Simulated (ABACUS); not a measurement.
# BAs (F-43m) in ABACUS: notebook

Runs on BAs. Level: PBE. Tasks: equation of state.

Program: ABACUS 3.10.1. These are calculated values, not measurements. Logs are shortened: lines on timing, memory, paths and dates and some standing lists are left out, and cuts for length are marked.

## 1. The crystal as given

The structure is cubic, space group F-43m (No. 216). The conventional cell has a = 4.777 Å, b = 4.777 Å, c = 4.777 Å, α = 90.00°, β = 90.00°, γ = 90.00°. As (site symmetry -43m) is surrounded by 4 B at 2.07 Å. B (site symmetry -43m) is surrounded by 4 As at 2.07 Å.

## 2. Equation of state, PBE, 12.81 Å³/atom (volume scaled by 0.94)

Input file run_abacus.py:

```python
"""ABACUS run from a structure file: ASE reads it, the script writes STRU, KPT and INPUT."""
import re
import subprocess
from ase.io import read
from ase.units import Bohr

atoms = read("BAs.xyz")
atoms = atoms[(-atoms.numbers).argsort(kind="stable")]  # ABACUS lists atoms element by element
pseudo = {'As': 'As.upf', 'B': 'B.upf'}
orbital = {'As': 'As_confined-atom_7au_1s1p1d.orb', 'B': 'B_confined-atom_7au_1s1p.orb'}
magmoms = None
kmesh = [7, 7, 7]
params = {
    'suffix': 'BAs',
    'calculation': 'scf',
    'basis_type': 'lcao',
    'pseudo_dir': './',
    'orbital_dir': './',
    'symmetry': 1,
    'dft_functional': 'pbe',
    'ecutwfc': 100,
    'pseudo_rcut': 7,
    'nspin': 1,
    'nbands': 13,
    'ks_solver': 'genelpa',
    'smearing_method': 'fd',
    'smearing_sigma': 0.00367493,
    'scf_thr': 1e-07,
    'scf_nmax': 100,
    'mixing_type': 'broyden',
    'mixing_beta': 0.7,
    'cal_force': 1,
    'cal_stress': 1,
    'out_mul': 1,
}

symbols = atoms.get_chemical_symbols()
elements = list(dict.fromkeys(symbols))
lines = ["ATOMIC_SPECIES"] + [f"{e} {atoms.get_masses()[symbols.index(e)]:.4f} {pseudo[e]}" for e in elements]
if orbital:
    lines += ["", "NUMERICAL_ORBITAL"] + [orbital[e] for e in elements]
lines += ["", "LATTICE_CONSTANT", f"{1 / Bohr:.10f}", "", "LATTICE_VECTORS"]
lines += [" ".join(f"{x:.10f}" for x in v) for v in atoms.cell]
lines += ["", "ATOMIC_POSITIONS", "Direct"]
for e in elements:
    lines += ["", e, "0.0", str(symbols.count(e))]
    for i, p in enumerate(atoms.get_scaled_positions(wrap=False)):
        if symbols[i] == e:
            mag = "" if magmoms is None else " mag " + " ".join(str(x) for x in (magmoms[i] if isinstance(magmoms[i], list) else [magmoms[i]]))
            lines.append(" ".join(f"{x:.10f}" for x in p) + " 1 1 1" + mag)
open("STRU", "w").write("\n".join(lines) + "\n")
open("KPT", "w").write("K_POINTS\n0\nGamma\n%d %d %d 0 0 0\n" % tuple(kmesh))
open("INPUT", "w").write("INPUT_PARAMETERS\n" + "".join(f"{k:<20s}{v}\n" for k, v in params.items()))

done = subprocess.run(['mpirun', '-np', '4', 'abacus'])
if done.returncode:
    raise SystemExit(done.returncode)
log = open("OUT.BAs/running_scf.log").read()
print("final energy (eV):", re.findall(r"FINAL_ETOT_IS (\S+)", log))
```

Input file BAs.xyz:

```xyz
2
Lattice="0.0000000000 2.3397414207 2.3397414207 2.3397414207 0.0000000000 2.3397414207 2.3397414207 2.3397414207 0.0000000000" Properties=species:S:1:pos:R:3 pbc="T T T"
As     3.5096121310      3.5096121310      3.5096121310
B      0.0000000000      0.0000000000      0.0000000000
```

Potentials or basis: PseudoDojo NC SR 0.4.1 PBE standard, SZ LCAO (the cutoffs set its grid).

The run is started by

```console
$ OMP_NUM_THREADS=1 python run_abacus.py > log
```

running log:

```text
ABACUS v3.10.1

               Atomic-orbital Based Ab-initio Computation at UStc

 ------------------------------------------------------------------------------------

 READING GENERAL INFORMATION
                           global_out_dir = OUT.BAs/
                           global_in_card = INPUT
                               pseudo_dir = ./
                              orbital_dir = ./
                                    DSIZE = 4
                                    GSIZE = 1

 READING UNITCELL INFORMATION
                                    ntype = 2
                  lattice constant (Bohr) = 1.88973
              lattice constant (Angstrom) = 1

 READING ATOM TYPE 1
                               atom label = As
                      L=0, number of zeta = 1
                      L=1, number of zeta = 1
                      L=2, number of zeta = 1
             number of atom for this type = 1

 READING ATOM TYPE 2
                               atom label = B
                      L=0, number of zeta = 1
                      L=1, number of zeta = 1
             number of atom for this type = 1

                        TOTAL ATOM NUMBER = 2
DIRECT COORDINATES
    atom                   x                   y                   z     mag                  vx                  vy                  vz
taud_As1            0.7500000000        0.7500000000        0.7500000000  0.0000        0.0000000000        0.0000000000        0.0000000000
taud_B1            0.0000000000        0.0000000000        0.0000000000  0.0000        0.0000000000        0.0000000000        0.0000000000

                          Volume (Bohr^3) = 172.874
                             Volume (A^3) = 25.6173

 Lattice vectors: (Cartesian coordinate: in unit of a_0)
                   +0            +2.33974            +2.33974
             +2.33974                  +0            +2.33974
             +2.33974            +2.33974                  +0
 Reciprocal vectors: (Cartesian coordinate: in unit of 2 pi/a_0)
            -0.213699           +0.213699           +0.213699
            +0.213699           -0.213699           +0.213699
            +0.213699           +0.213699           -0.213699
 The esolver type has been set to : ksdft_lcao

                PAO radial cut off (Bohr) = 7

 Read in pseudopotential file is As.upf
                     pseudopotential type = NC
          exchange-correlation functional = PBE
                 nonlocal core correction = 1
                        valence electrons = 15
                                     lmax = 2
                           number of zeta = 3
                     number of projectors = 6
                           L of projector = 0
[... 5 lines left out ...]
                PAO radial cut off (Bohr) = 7

 Read in pseudopotential file is B.upf
                     pseudopotential type = NC
          exchange-correlation functional = PBE
                 nonlocal core correction = 1
                        valence electrons = 3
                                     lmax = 1
                           number of zeta = 2
                     number of projectors = 4
                           L of projector = 0
                           L of projector = 0
                           L of projector = 1
                           L of projector = 1
     initial pseudo atomic orbital number = 13

 SETUP THE ELECTRONS NUMBER
            electron number of element As = 15
      total electron number of element As = 15
             electron number of element B = 3
       total electron number of element B = 3
            AUTOSET number of electrons:  = 18
                           occupied bands = 9
                                   NLOCAL = 13
                                   NBANDS = 13
                                   NBANDS = 13
                                   NLOCAL = 13

%%%%%%%%%%%%%%%%%%%%%%%%%%%%%%%%%%%%%%%%%%%%%%%%%%%%%%%%%%%%%%%%%%%%%%%%%%%%%%%%%%%%%%%%%%%%%%%%%%%%%%%%%%
 Warning: the number of valence electrons in pseudopotential > 5 for As: [Ar] 3d10 4s2 4p3
 Pseudopotentials with additional electrons can yield (more) accurate outcomes, but may be less efficient.
 If you're confident that your chosen pseudopotential is appropriate, you can safely ignore this warning.
%%%%%%%%%%%%%%%%%%%%%%%%%%%%%%%%%%%%%%%%%%%%%%%%%%%%%%%%%%%%%%%%%%%%%%%%%%%%%%%%%%%%%%%%%%%%%%%%%%%%%%%%%%

 SETUP THE PLANE WAVE BASIS
[... 88 lines left out ...]
                                    ibrav = 2
                       right hand lattice = 1
                        ROTATION MATRICES = 48
                               nkstot_ibz = 20
K-POINTS REDUCTION ACCORDING TO SYMMETRY
     IBZ    DIRECT_X    DIRECT_Y    DIRECT_Z  WEIGHT  ibz2bz
       1  0.00000000  0.00000000  0.00000000  0.0029       0
       2  0.14285714  0.14285714  0.14285714  0.0233       1
       3  0.28571429  0.28571429  0.28571429  0.0233       2
       4  0.42857143  0.42857143  0.42857143  0.0233       3
       5  0.14285714  0.14285714  0.00000000  0.0175       8
       6  0.28571429  0.14285714  0.28571429  0.0700       9
[... 12 lines left out ...]
      19 -0.42857143  0.42857143  0.14285714  0.0700      74
      20 -0.28571429  0.42857143  0.28571429  0.0700      75

                               nkstot now = 20
[... K-POINTS DIRECT COORDINATES: 20 rows ...]

           k-point number in this process = 20
       minimum distributed K point number = 20
[... stars of the k points ...]

[... K-POINTS CARTESIAN COORDINATES: 20 rows ...]

[... K-POINTS DIRECT COORDINATES: 20 rows ...]

 SETUP PLANE WAVES FOR WAVE FUNCTIONS
     energy cutoff for wavefunc (unit:Ry) = 100
              fft grid for wave functions = [ 40, 40, 40 ]
                    number of plane waves = 3839
                         number of sticks = 313

 PARALLEL PW FOR WAVE FUNCTIONS
     PROC   COLUMNS(POT)             PW
        1             78            959
        2             78            959
        3             79            963
        4             78            958
 --------------- sum -------------------
        4            313           3839

 SET NONLOCAL PSEUDOPOTENTIAL PROJECTORS
 SET NONLOCAL PSEUDOPOTENTIAL PROJECTORS
 max number of nonlocal projetors among all species is 6

 -------------------------------------------
 SELF-CONSISTENT
 -------------------------------------------

 SETUP SEARCHING RADIUS FOR PROGRAM TO SEARCH ADJACENT ATOMS
                  longest orb rcut (Bohr) = 7
   longest nonlocal projector rcut (Bohr) = 1.82
                     search radius (Bohr) = 17.6
              searching radius is (Bohr)) = 17.6
         searching radius unit is (Bohr)) = 1.89
                         PeriodicBoundary = 1
                        Radius(unit:lat0) = 9.34
                                   glayer = [ 5, 5, 5 ]
                             glayer_minus = [ 4, 4, 4 ]

Find the coordinate range of the input atom(unit:lat0).
                                  min_tau = [ -18.7, -18.7, -18.7 ]
                                  max_tau = [ 22.2, 22.2, 22.2 ]
                                BoxNumber = [ 9, 9, 9 ]

 SETUP EXTENDED REAL SPACE GRID FOR GRID INTEGRATION
                          real space grid = [ 40, 40, 40 ]
                 big cell numbers in grid = [ 8, 8, 8 ]
             meshcell numbers in big cell = [ 5, 5, 5 ]
                        extended fft grid = [ 11, 11, 11 ]
                dimension of extened grid = [ 31, 31, 31 ]
                            UnitCellTotal = 125
              Atom number in sub-FFT-grid = 2
    Local orbitals number in sub-FFT-grid = 13
                                ParaV.nnr = 3651
                                 init_chg = atomic

 LCAO ALGORITHM --------------- ION=   1  ELEC=   1--------------------------------

 Density error is 0.0633403893758
----------------------------------------------------------
     Energy           Rydberg                 eV
----------------------------------------------------------
 E_KohnSham     -217.8777269743      -2964.3785541383
 E_Harris       -219.5929702379      -2987.7156359794
 E_Fermi        1.0018179365         13.6304322952
----------------------------------------------------------
[... 58 lines left out ...]
 Density error is 7.10817089832e-08
----------------------------------------------------------
     Energy           Rydberg                 eV
----------------------------------------------------------
 E_KohnSham     -217.9050210264      -2964.7499087686
 E_KS(sigma->0) -217.9050210264      -2964.7499087686
 E_Harris       -217.9050205661      -2964.7499025064
 E_band         -14.7005358103       -200.0110506729
 E_one_elec     -97.1545851323       -1321.8559446247
 E_Hartree      58.7552392056        799.4060405490
 E_xc           -50.0202510588       -680.5604297903
 E_Ewald        -129.4854240409      -1761.7395749026
 E_entropy(-TS) -0.0000000000        -0.0000000000
 E_descf        0.0000000000         0.0000000000
 E_exx          0.0000000000         0.0000000000
 E_Fermi        1.0215711863         13.8991890463
----------------------------------------------------------

 charge density convergence is achieved
 final etot is -2964.7499088 eV
 EFERMI = 13.899189046 eV

 STATE ENERGY(eV) AND OCCUPATIONS    NSPIN == 1
 1/20 kpoint (Cartesian) = 0.0000 0.0000 0.0000 (722 pws)
       1       -24.3255     0.00583090
       2       -24.3255     0.00583090
       3       -24.3255     0.00583090
       4       -24.2834     0.00583090
       5       -24.2834     0.00583090
       6       -3.73351     0.00583090
       7        12.2929     0.00583090
       8        12.2929     0.00583090
       9        12.2929     0.00583090
      10        16.2667    1.59287e-23
      11        16.2667    1.59287e-23
      12        16.2667    1.59287e-23
      13        19.3639    1.99469e-50
[... 61 lines left out ...]
 6/20 kpoint (Cartesian) = 0.030528 0.091585 0.030528 (733 pws)
       1       -24.3257       0.139942
       2       -24.3179       0.139942
       3       -24.3176       0.139942
       4       -24.2855       0.139942
       5       -24.2810       0.139942
       6       -2.45201       0.139942
       7        7.40280       0.139942
       8        9.83422       0.139942
       9        10.0576       0.139942
      10        16.5695    8.95400e-25
      11        19.3703    4.21293e-49
      12        20.1691    4.85035e-56
      13        22.9325    4.82609e-80

[... levels at 14 further k points ...]

 correction force for each atom along direction 1 is 0.0351761
 correction force for each atom along direction 2 is 0.0168538
 correction force for each atom along direction 3 is 0.0176615
------------------------------------------------------------------------------------------
 TOTAL-FORCE (eV/Angstrom)
------------------------------------------------------------------------------------------
                       As1         0.0000000000         0.0000000000         0.0000000000
                        B1         0.0000000000         0.0000000000         0.0000000000
------------------------------------------------------------------------------------------

----------------------------------------------------------------
 TOTAL-STRESS (KBAR)
----------------------------------------------------------------
       230.7112463120        -0.0000000000        -0.0000000000
         0.0000000000       230.7112463120         0.0000000000
         0.0000000000        -0.0000000000       230.7112463120
----------------------------------------------------------------
 TOTAL-PRESSURE: 230.711246 KBAR

 --------------------------------------------
 !FINAL_ETOT_IS -2964.7499087686442181 eV
 --------------------------------------------
```

Run time: 1.5 s. Hardware: 4 MPI ranks of AMD EPYC 9R45 (Zen 5), shared host; peak memory 0.36 GiB.

The run converged, but some of its settings lie outside the range that counts as converged, so its numbers aren't taken as properties of the crystal.

What came out:

```
Free energy            : -2964.7499 eV
Pressure               : 23.1 GPa
Band gap on the k mesh : 3.04 eV, indirect (least direct gap 3.97 eV)
Mulliken charges       : As +0.48; B -0.48 e
```

Caveat: the atomic orbitals were generated for these runs and aren't a published set; Mulliken charges move with the basis; an odd mesh through Γ misses points on the zone boundary, where band edges often lie; the basis of atomic orbitals isn't converged, which shifts pressures, moduli and gaps.

## 3. Equation of state, PBE, 13.35 Å³/atom (volume scaled by 0.98)

run_abacus.py is that of step 2.

Input file BAs.xyz:

```xyz
2
Lattice="0.0000000000 2.3724693156 2.3724693156 2.3724693156 0.0000000000 2.3724693156 2.3724693156 2.3724693156 0.0000000000" Properties=species:S:1:pos:R:3 pbc="T T T"
As     3.5587039734      3.5587039734      3.5587039734
B      0.0000000000      0.0000000000      0.0000000000
```

Potentials or basis: PseudoDojo NC SR 0.4.1 PBE standard, SZ LCAO (the cutoffs set its grid).

The run is started by

```console
$ OMP_NUM_THREADS=1 python run_abacus.py > log
```

It took 1.9 s on 4 MPI ranks of AMD EPYC 9R45 (Zen 5), shared host; peak memory 0.36 GiB.

The run converged, but some of its settings lie outside the range that counts as converged, so its numbers aren't taken as properties of the crystal.

Results:

```
Free energy            : -2964.8786 eV
Pressure               : 15.1 GPa
Band gap on the k mesh : 2.99 eV, indirect (least direct gap 3.90 eV)
Mulliken charges       : As +0.46; B -0.46 e
```

Caveat: the atomic orbitals were generated for these runs and aren't a published set; Mulliken charges move with the basis; an odd mesh through Γ misses points on the zone boundary, where band edges often lie; the basis of atomic orbitals isn't converged, which shifts pressures, moduli and gaps.

## 4. Equation of state, PBE, 13.90 Å³/atom (volume scaled by 1.02)

run_abacus.py is that of step 3.

Input file BAs.xyz:

```xyz
2
Lattice="0.0000000000 2.4043183418 2.4043183418 2.4043183418 0.0000000000 2.4043183418 2.4043183418 2.4043183418 0.0000000000" Properties=species:S:1:pos:R:3 pbc="T T T"
As     3.6064775127      3.6064775127      3.6064775127
B      0.0000000000      0.0000000000      0.0000000000
```

The run is started by

```console
$ OMP_NUM_THREADS=1 python run_abacus.py > log
```

It took 1.9 s on 4 MPI ranks of AMD EPYC 9R45 (Zen 5), shared host; peak memory 0.36 GiB.

These settings aren't checked as converged: the numbers below hold their error.

Results:

```yaml
Free_energy: -2964.9582 eV
Pressure: 8.5 GPa
Band_gap_on_the_k_mesh: 2.95 eV, indirect (least direct gap 3.83 eV)
Mulliken_charges: As +0.43; B -0.43 e
```

Caveat: the atomic orbitals were generated for these runs and aren't a published set; Mulliken charges move with the basis; an odd mesh through Γ misses points on the zone boundary, where band edges often lie; the basis of atomic orbitals isn't converged, which shifts pressures, moduli and gaps.

## 5. Equation of state, PBE, 14.44 Å³/atom (volume scaled by 1.06)

run_abacus.py is that of step 4.

Input file BAs.xyz:

```xyz
2
Lattice="0.0000000000 2.4353452264 2.4353452264 2.4353452264 0.0000000000 2.4353452264 2.4353452264 2.4353452264 0.0000000000" Properties=species:S:1:pos:R:3 pbc="T T T"
As     3.6530178396      3.6530178396      3.6530178396
B      0.0000000000      0.0000000000      0.0000000000
```

The run is started by

```console
$ OMP_NUM_THREADS=1 python run_abacus.py > log
```

It took 1.7 s on 4 MPI ranks of AMD EPYC 9R45 (Zen 5), shared host; peak memory 0.36 GiB.

These settings aren't checked as converged: the numbers below hold their error.

Results:

```
Free energy            : -2964.9970 eV
Pressure               : 3.1 GPa
Band gap on the k mesh : 2.90 eV, indirect (least direct gap 3.76 eV)
Mulliken charges       : As +0.41; B -0.41 e
```

Caveat: the atomic orbitals were generated for these runs and aren't a published set; Mulliken charges move with the basis; an odd mesh through Γ misses points on the zone boundary, where band edges often lie; the basis of atomic orbitals isn't converged, which shifts pressures, moduli and gaps.

## 6. Equation of state, PBE

Potentials or basis: PseudoDojo NC SR 0.4.1 PBE standard, SZ LCAO (the cutoffs set its grid).

No new run: the results of the series are fitted here.

The run converged, but some of its settings lie outside the range that counts as converged, so its numbers aren't taken as properties of the crystal.

What came out:

```
Equilibrium volume : 14.80 Å³/atom (rough: see the caveat)
Bulk modulus       : 121 GPa (rough)
```

Caveat: the atomic orbitals were generated for these runs and aren't a published set; the minimum lies outside the volumes run; the basis of atomic orbitals isn't converged, which shifts pressures, moduli and gaps.
